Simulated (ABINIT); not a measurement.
Crystal: C.

```xyz
2
Lattice="0.0000 1.7834 1.7834 1.7834 0.0000 1.7834 1.7834 1.7834 0.0000" Properties=species:S:1:pos:R:3 pbc="T T T"
C     2.6751    2.6751    2.6751
C     1.7834    1.7834    1.7834
```

This isn't the form of C at room conditions, which is graphite.

```yaml
Program: ABINIT 10.8.3 (patched build)
Task: relaxation of cell and atoms
Functional: LDA
Potentials_or_basis: PseudoDojo NC SR LDA v0.4.1 standard
Cutoff: 1116 eV
k_mesh: 10 × 10 × 10
Occupations: fermi-dirac, width 0.05 eV
Spin: no spin polarisation
```

At the start: pressure -10.9 GPa; volume 5.67 Å³/atom.

How do energy, volume and symmetry change on relaxing?

Over 4 steps the energy falls by 4.8 meV/atom and the volume is 5.53 Å³/atom (-2.4 %); space group Fd-3m (No. 227, to 0.05 Å).

Step by step:
```tsv
step	energy change (eV)	largest force (eV/Å)	pressure (GPa)	volume (Å³)
1	0.0000	0.0000	-10.91	11.34
2	-0.0082	0.0000	4.27	10.97
3	-0.0095	0.0000	-0.11	11.07
4	-0.0095	0.0000	0.00	11.07
```

Final structure:
```yaml
crystal:
  lattice:
    - [0.00000, 1.76883, 1.76883]
    - [1.76883, 0.00000, 1.76883]
    - [1.76883, 1.76883, 0.00000]
  atoms:
    - { symbol: C, position: [0.75000, 0.75000, 0.75000] }
    - { symbol: C, position: [0.50000, 0.50000, 0.50000] }
```

The cell as given is a measured one (5.67 Å³/atom); LDA puts the equilibrium volume -2.4 % from it, thermal expansion not counted.
